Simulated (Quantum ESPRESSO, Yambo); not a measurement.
# Quasiparticle gap of BaS (Fm-3m) in Yambo, part 3 of 3

How does a plane-wave GW calculation on BaS (Fm-3m) run from the first input to the gap?

Quantum ESPRESSO 7.5 and Yambo 5.3.0; PBE and many-body steps on it, plane waves. Known limits of the many-body steps: not at the basis limit; no spin-orbit coupling.

So far. Step 3 (Bands along the symmetry lines): The gap is 2.146 eV, as in the run before at this level. Step 4 (Empty states on the mesh, 4×4×4 mesh, 155 bands): On this mesh the gap is 2.146 eV.

**6. Screening and self-energy, 4×4×4 mesh, 155 bands, screening to 163.3 eV**

G0W0 replaces the xc potential by the self-energy, built once from these orbitals. Only a window of levels is corrected, while the sums run over the empty bands that the input names.

This step: G0W0 on PBE, plane waves, norm-conserving pseudopotentials.

gw1.in

```
HF_and_locXC
gw0
dyson
ppa
em1d
rim_cut
RandQpts= 1000000
RandGvec= 1 RL
EXXRLvcs= 40 Ry
VXCRLvcs= 160 Ry
Chimod= "HARTREE"
% BndsRnXp
 1 | 155 |
%
NGsBlkXp= 12 Ry
% LongDrXp
 1 | 1 | 1 |
%
% GbndRnge
 1 | 155 |
%
DysSolver= "n"
ExtendOut
PPAPntXp= 27.21138 eV
% QPkrange
 1 | 1 | 7 | 10 |
 7 | 7 | 7 | 10 |
%
```

Command:

```console
$ OMP_NUM_THREADS=1 mpirun -n 8 yambo -F gw1.in -J gw1 -C gw1 > gw1.log
```

Output:

```text
 Yambo, version 5.3.0

 [02] CORE Variables Setup
 =========================

  [... cell, symmetries and grids as in the set-up ...]

  [02.05] Energies & Occupations
  ==============================

  [X] === General ===
  [X] Electronic Temperature                        :  0.000000  0.000000 [eV K]
  [X] Bosonic    Temperature                        :  0.000000  0.000000 [eV K]
  [X] Finite Temperature mode                       : no
  [X] El. density                                   :  0.24558E+24 [cm-3]
  [X] Fermi Level                                   :  5.894114 [eV]

  [X] === Gaps and Widths ===
  [X] Conduction Band Min                           :  2.146255 [eV]
  [X] Valence Band Max                              :  0.000000 [eV]
  [X] Filled Bands                                  :   8
  [X] Empty Bands                                   :    9  155
  [X] Direct Gap                                    :  2.272346 [eV]
  [X] Direct Gap localized at k                     :   7
  [X] Indirect Gap                                  :  2.146255 [eV]
  [X] Indirect Gap between kpts                     :   1   7
  [X] Last valence band width                       :  1.057942 [eV]
  [X] 1st conduction band width                     :  3.430151 [eV]

 [03] Transferred momenta grid and indexing
 ==========================================

 IBZ Q-points                                      :   8
 BZ  Q-points                                      :   64

 K/Q-points units:
 rlu = crystal or reduced units; cc = cartesian coordinates; iku = interal k-units

 Q [1]          [rlu]:  0.000000  0.000000  0.000000
 Q [2]          [rlu]:  0.74313E-17  0.74313E-17  0.25000
 Q [3]          [rlu]: -0.14863E-16 -0.14863E-16 -0.50000
 Q [4]          [rlu]: -0.74488E-17  0.25000      0.25000
 Q [5]          [rlu]: -0.10826E-16  0.25000      0.50000
 Q [6]          [rlu]: -0.14863E-16  0.25000     -0.25000
 Q [7]          [rlu]:  0.14898E-16 -0.50000     -0.50000
 Q [8]          [rlu]:  0.250000 -0.500000 -0.250000

 [04] Coloumb potential Random Integration (RIM)
 ===============================================

  [04.01] RIM initialization
  ==========================

  * Diagonal components only detected *

  8 x (sBL volume)        :  0.070521 [a.u.]
  sBZ random points       :  1000000
  Points outside the sBZ  :   7996195
  RL volume               :  0.564170 [a.u.]
  Integrated volume       :  0.564439 [a.u.]

  [04.02] RIM integrals
  =====================

  Gamma point sphere radius             :  0.074942 [a.u.]
  Points outside the sphere             :   799659
  [Int_sBZ(q=0) 1/q^2]*(Vol_sBZ)^(-1/3) =:  7.764404
                                 should be <:  7.795600

  Summary of Coulomb integrals for non-metallic bands |Q|[au] RIM/Bare

  Q [1] 0.100000E-4 0.995998 * Q [2] 0.225398 1.064319
  Q [4] 0.260268 1.063169 * Q [6] 0.368074 1.026442
  Q [5] 0.431605 1.018967 * Q [3] 0.450797 1.017314
  Q [7] 0.520535 1.014132 * Q [8] 0.581976 1.010980

 [05] Dipoles
 ============

  [05.01] Setup: observables and procedures
  =========================================

 [06] Dynamic Dielectric Matrix (PPA)
 ====================================

 [SLK-Inversion]  Pools        :  2
 [SLK-Inversion]  BLACS grid   :  2  2

 [WR./gw1//ndb.pp]---------------------------------------------------------------
  Brillouin Zone Q/K grids (IBZ/BZ)                :    8   64    8   64
  RL vectors                                       :  2421 [WF]
  Coulomb cutoff potential                         : none
  Electronic Temperature                           :  0.000000 [K]
  Bosonic    Temperature                           :  0.000000 [K]
  PPA    diel. fun.  energies                      : Perdew, Burke & Ernzerhof(X)+Perdew, Burke & Ernzerhof(C)
  wavefunctions                                    : Perdew, Burke & Ernzerhof(X)+Perdew, Burke & Ernzerhof(C)
  Global Gauge                                     : length
  X matrix size                                    :   339
  X band range                                     :    1  155
  X e/h energy range                               : -1.000000 -1.000000 [eV]
  X Time ordering                                  : R
  X Hxc Kernel                                     : HARTREE
  X Drude frequency                                :  0.000000  0.000000
  X poles                                          :  100.0000 [o/o]
  RL vectors in the sum                            :  2421
  [r,Vnl] included                                 : yes
  Field direction                                  :  0.577350E-5  0.577350E-5  0.577350E-5
  BZ energy Double Grid                            : no
  BZ energy DbGd points                            : 0
  BZ Q point size factor                           : -1.000000
  X Optical Averaged directions                    : none

 [07] Local Exchange-Correlation + Non-Local Fock
 ================================================

 [VXC] Plane waves :  15065
 [EXS] Plane waves :  1917

 QP @ state[ 1 ] K range:  1  1
 QP @ state[ 1 ] b range:   7  10
 QP @ state[ 2 ] K range:   7   7
 QP @ state[ 2 ] b range:   7  10

 [xc] Functional : Perdew, Burke & Ernzerhof(X)+Perdew, Burke & Ernzerhof(C)
 [xc] LIBXC used to calculate xc functional
  PP Number of Atomic Species                      :  2
  NLCC RL compoments                               :  15065
  PP Number of Atomic Species                      :  2
  NLCC RL compoments                               :  15065

 [xc] E_xc :  -6.043474 [Ha]
      E_xc :  -12.08695 [Ry]

  Local XC kind (lXC) : Perdew, Burke & Ernzerhof(X)+Perdew, Burke & Ernzerhof(C)
  Non-Local XC kind (nlXC) : Hartree-Fock

  Corrections @ K [1] :  [eV]
 <7|nlXC|7> = -15.67071  0.16242E-17 <7|lXC|7> = -12.60174 -0.18882E-15
 <8|nlXC|8> = -15.67070  0.43423E-17 <8|lXC|8> = -12.60174  0.000000
 <9|nlXC|9> = -4.017610  0.16142E-17 <9|lXC|9> = -7.958263  0.000000
 <10|nlXC|10> = -4.534663 -0.25185E-17 <10|lXC|10> = -8.922671  0.000000

  Corrections @ K [7] :  [eV]
 <7|nlXC|7> = -15.66280 -0.11262E-16 <7|lXC|7> = -12.53317  0.000000
 <8|nlXC|8> = -15.66286 -0.43207E-17 <8|lXC|8> = -12.53317 -0.75527E-15
 <9|nlXC|9> = -4.202811 -0.41668E-18 <9|lXC|9> = -7.957329 -0.11801E-16
 <10|nlXC|10> = -6.056591  0.15752E-17 <10|lXC|10> = -10.95390  0.000000

 [08] Dyson equation: Newton solver
 ==================================

  [08.01] G0W0 (W PPA)
  ====================

  [  GW  ] Bands range     :    1  155
  [GW/PPA] G damping       :  0.100000 [eV]

  QP @ state[ 1 ] K range:  1  1
  QP @ state[ 1 ] b range:   7  10
  QP @ state[ 2 ] K range:   7   7
  QP @ state[ 2 ] b range:   7  10

   Sc/G bands                                       :    1  155
   Sc/G damping                                     :  0.100000 ev
   Sc bands terminator                              : no
   Sx RL components                                 :  1917

   QP @ state[ 1 ] K range                          :  1  1
   QP @ state[ 1 ] b range                          :   7  10
   QP @ state[ 2 ] K range                          :   7   7
   QP @ state[ 2 ] b range                          :   7  10
   GF energies kind                                 : Perdew, Burke & Ernzerhof(X)+Perdew, Burke & Ernzerhof(C)
   GF WF`s kind                                     : Perdew, Burke & Ernzerhof(X)+Perdew, Burke & Ernzerhof(C)
   Xs energies kind                                 : Perdew, Burke & Ernzerhof(X)+Perdew, Burke & Ernzerhof(C)
   Xs WF`s kind                                     : Perdew, Burke & Ernzerhof(X)+Perdew, Burke & Ernzerhof(C)

 [11] Game Over & Game summary
```

Run time: 57 s. Hardware: 8 MPI ranks of AMD EPYC 7B13 (Zen 3), shared host; peak memory 2.8 GiB; 7.4 min of CPU time.

This step gave:

| Quantity | Value |
| --- | --- |
| G0W0 gap on the points computed | 3.559 eV |
| starting gap on the mesh | 2.146 eV |
| k of the valence top | 0, 0, 0 |
| k of the conduction bottom | 0, -0.5, -0.5 |
| least direct G0W0 gap on the computed points | 3.703 eV |
| Z at the valence top | 0.7902 |
| Z at the conduction bottom | 0.8336 |

The gap on the mesh goes from 2.15 eV to 3.56 eV, a correction of +1.41 eV.

Limits: finite bands, cutoff and mesh; no spin-orbit coupling. v1 is the top filled band, c1 the lowest empty one. Levels before and after the correction, in eV, zero at the valence-band top of each column:

```tsv
	conduction bottom	valence top
Kohn-Sham	2.15	0.00
G0W0	3.56	0.00
```

```tsv
	level	energy (eV)
Kohn-Sham	Γ v2-v1	0.000
Kohn-Sham	Γ c1	3.626
Kohn-Sham	Γ c2	3.906
Kohn-Sham	(0 -0.5 -0.5) v2-v1	-0.126
Kohn-Sham	(0 -0.5 -0.5) c1	2.146
Kohn-Sham	(0 -0.5 -0.5) c2	5.968
G0W0	Γ v2-v1	0.000
G0W0	Γ c1	4.943
G0W0	Γ c2	5.545
G0W0	(0 -0.5 -0.5) v2-v1	-0.145
G0W0	(0 -0.5 -0.5) c1	3.559
G0W0	(0 -0.5 -0.5) c2	7.892
```

**7. Where the time went**

Times are wall times on the hardware named with each run, good to a factor of about two.

```tsv
step	time	share	memory (GiB)
ground state	2.2 s	3 %	0.44
bands along the symmetry lines	2.1 s	3 %	0.41
empty states on the mesh	3.5 s	5 %	0.52
conversion and set-up	2.6 s	4 %	0.24
screening and self-energy	57 s	85 %	2.8
```

**8. Outcome**

```
PBE gap              : 2.15 eV, indirect
G0W0 gap on the mesh : 3.56 eV
GW settings          : 4×4×4 mesh, 155 bands, screening to 163.3 eV, Godby-Needs plasmon pole
known limits         : not at the basis limit; no spin-orbit coupling
```

In words: G0W0 moves the gap on the mesh from 2.15 eV to 3.56 eV (+1.41 eV), with Z of 0.79 and 0.83 at the edges. Only 2 of the mesh's irreducible points were corrected, so a valley elsewhere could overtake. The dearest step here is «screening and self-energy». Bands and cutoff are finite, so the gap is not at the basis limit. The miss can reach some tenths of an eV and take either sign; the mesh is an error of its own. In the G0W0 run levels were corrected at 2 k points alone, so a gap called «on the mesh» is the least over those, and an edge elsewhere would be missed. The many-body steps are scalar-relativistic: spin-orbit coupling is not in them.

[Paths, hosts, dates, memory and timing lines, banners, echoed tables and standing remarks are left out of the program output.]

[Logs are printed without paths, hosts, clocks, repeated set-up lines and the standing remarks that a program may print on its own settings, such as how far it seeks lower states.]

[Runs of the session that timed out or met a known fault of the program may be left out.]

[Hosts, paths, dates, database ids (printed as entryN), source tags and the programs' standing remarks are cut or masked in the printed files.]
